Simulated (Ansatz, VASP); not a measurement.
ZnO in VASP and in Ansatz

```xyz
8
Lattice="3.2387 0.0000 0.0000 -1.6194 2.8048 0.0000 0.0000 0.0000 10.5229" Properties=species:S:1:pos:R:3 pbc="T T T"
Zn    0.0000    0.0000   -0.0059
Zn    0.0000    1.8699    2.6270
Zn    0.0000    0.0000    5.2556
Zn    1.6194    0.9349    7.8885
O     0.0000    0.0000    1.9791
O     0.0000    1.8699    4.6073
O     0.0000    0.0000    7.2405
O     1.6194    0.9349    9.8687
```

Alike in both runs: task single point; functional PBE; k mesh 9 × 9 × 2; no spin polarisation.

|  | VASP | Ansatz |
| --- | --- | --- |
| version | VASP 6.6.1 | Ansatz 0.2.0 |
| potentials or method | VASP PAW PBE potentials, release 64 (Zn, O) | plane waves, PAW |
| plane-wave cutoff (eV) | 520 | 420 |
| occupations | gaussian, width 0.01 eV | fixed |
| valence electrons in the cell | 72 | 72 |

Ansatz gave:

| Property | Result |
| --- | --- |
| gap on the k mesh at the Fermi level (eV) | 0.73 |
| pressure (GPa) | 4.2 |
| rms of the force components (eV/Å) | 0.002 |

Problem. Which values does VASP return?

Solution. gap on the k mesh at the Fermi level (eV): 0.72; pressure (GPa): 5.2; rms of the force components (eV/Å): 0.003.

Atom by atom the forces differ by 0.001 eV/Å (rms over components).

PBE gaps usually lie below the measured ones, often by a third to a half.
